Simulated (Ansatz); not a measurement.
# In3As and its competing phases

Theory: Ansatz, DFT PBE, scalar-relativistic, plane waves, PAW. All cells share a 420 eV cutoff and Γ-centred k meshes spaced at most about 0.3 Å⁻¹ (about 0.25 or finer for metals, 2π included). No spin polarisation.

Energies over the elements count from the elements' standard structures at the same level, with no fitted energy shifts.

Temperature and zero-point effects are left out. The reference form of As is held partly by dispersion forces, which this level lacks.

The competitors are the elements and 2 reference phases of this chemical system (from databases or known types: In3As, InAs), relaxed at the same level; other known phases may be missing.

The candidate was reached from: random cell.

```
In As
1.0
     3.05597    0.00000    0.00000
     0.00000    3.05597    0.00000
     0.00000    0.00000   11.22583
In As
3 1
Direct
  0.50000 0.50000 0.24565
  0.50000 0.50000 0.75435
  0.00000 0.00000 0.00000
  0.50000 0.50000 0.50000
```

Task: Where does it stand against these competitors?

Result: Not stable. Its formation energy is 0.124 eV/atom. The lowest competing mixture at this composition is this:

| phase | space group | source | share of atoms | ΔE_f (eV/atom) |
| --- | --- | --- | --- | --- |
| In | - | element | 0.5000 | -0.0017 |
| InAs | F-43m (No. 216) | Materials Project | 0.5000 | -0.244 |

The lowest database cell of In (-0.0017) lies slightly below the reference, hence the non-zero entry.

The mixture lies at -0.123 eV/atom, and the candidate lies 0.25 eV/atom above it. The candidate matches no cell in the subsets of the Crystallography Open Database and the Materials Project at hand. The margin is far too high for a likely synthesis.
